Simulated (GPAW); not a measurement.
Runs of GPAW 26.7.0 on MgO. It takes space group Fm-3m (No. 225, cubic). Conventional cell: a = 4.194 Å, b = 4.194 Å, c = 4.194 Å, α = 90.00°, β = 90.00°, γ = 90.00°. Mg (site symmetry m-3m) has 6 O at 2.10 Å as nearest neighbours. O (site symmetry m-3m) has 6 Mg at 2.10 Å as nearest neighbours. The cell is a database's computed one.

```csv
task,cell,optimizer,fmax,max steps,target pressure,convergence,gap on the mesh (eV),pressure (GPa)
relaxation of cell and atoms,relaxed to 2 GPa,BFGS,0.02 eV/Å,60,2 GPa,density=1e-05 forces=0.0001,4.72,2.0
relaxation of cell and atoms,relaxed to 10 GPa,BFGS,0.02 eV/Å,60,10 GPa,density=1e-05 forces=0.0001,5.16,10.2
single point,as given,-,-,-,-,-,(b),3.1
relaxation of cell and atoms,relaxed,BFGS,0.02 eV/Å,60,-,density=1e-05 forces=0.0001,(a),0.0
```

Alike in all rows: level PBEsol; potentials or basis PAW data sets generated in the run's folder for this functional, pw; no spin polarisation; k mesh 11 × 11 × 11; cutoff (eV) 800; smearing fermi-dirac 0.05 eV.

Task: Estimate the missing entries.

Result: (a) 4.60; (b) 4.78.

Caveats: later steps reuse the first step's grids (some runs).

Runs at the PBE level aren't shown here.
